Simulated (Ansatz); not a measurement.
# Rh (Rh (110), 2 layers): how the settings move a single-point run

Question: which choices in the input matter for Rh (Rh (110), 2 layers)?

Computed with Ansatz 0.2.0 (reference: DFT, PBE, all-electron PAW with datasets made for the crystal, scalar-relativistic, unless a step's input says otherwise).

### 1 The starting structure

Symmetry: Cmme, No. 67, orthorhombic system. Conventional cell: a = 3.070 Å, b = 4.342 Å, c = 18.171 Å, α = 90.00°, β = 90.00°, γ = 90.00°. Rh (site symmetry mm2) has 6 Rh at 2.56 to 2.66 Å in its first shell of neighbours.

As a file:

```
CELL_PARAMETERS angstrom
2.65881 0.00000 0.00000
-0.88627 2.50675 0.00000
0.00000 0.00000 18.17090
ATOMIC_POSITIONS crystal
Rh 0.25000 0.25000 0.44351
Rh 0.75000 0.75000 0.55649
```

### 2 Baseline

Input file input.yaml:

```yaml
crystal:
  lattice:
    - [2.6588071601, 0.0, 0.0]
    - [-0.8862690534, 2.5067474304, 0.0]
    - [0.0, 0.0, 18.1709]
  atoms:
    - { symbol: Rh, position: [0.25, 0.25, 0.4435143558] }
    - { symbol: Rh, position: [0.75, 0.75, 0.5564856442] }
kpoints:
  mp_grid: { grid: [13, 13, 1] }
scf:
  occupations: { method: fermi_dirac, width: 0.05 }
hamiltonian:
  xc: pbe
  pseudopotentials: { kind: all_electron, datasets: crystal }
output:
  forces: true
  stress: true
  eigenvalues: true
efield:
  axis: 3
  amplitude: 0
  dipole_correction: true
```

Run with:

```
> ansatz run input.yaml --threads 1 --pin off --max-ram 3584MiB --backend cpu --events-out ev --progress --plain --runs-dir out
```

### 3 Changing settings: xc lda

Changes to input.yaml since step 2:

```diff
@@ -13,3 +13,3 @@
 hamiltonian:
-  xc: pbe
+  xc: lda
   pseudopotentials: { kind: all_electron, datasets: crystal }
```

**Question.** What will these runs give? Wanted: for each run, ending; energy change; gap; force.

**Answer**, as computed:

| run | ending | energy change | gap (eV) | force (eV/Å) | cycles | time |
| --- | --- | --- | --- | --- | --- | --- |
| reference | converged | - | 0.00 | 0.00 | 10 | 17 s |
| 1: xc lda | converged | not comparable | 0.00 | 0.73 | 10 | 20 s |

Residual by cycle in the longest SCF loop of each run; runs are numbered as in the table. The quantity is the density residual dr2, in eV.

| cycle | reference | run 1 |
| --- | --- | --- |
| 1 | 3.52 | 4.55 |
| 2 | 2.67 | 3.16 |
| 3 | 0.155 | 0.202 |
| 4 | 0.00365 | 0.00375 |
| 5 | 0.00118 | 0.0013 |
| 6 | 1.2e-4 | 1.4e-4 |
| 7 | 6.6e-6 | 1.0e-5 |
| 8 | 9.2e-7 | 7.6e-7 |
| 9 | 7.0e-8 | 1.7e-7 |
| 10 | 5.7e-9 | 1.0e-8 |

A change of functional puts the total energy on another scale; the largest force goes from 0.00 to 0.73 eV/Å.
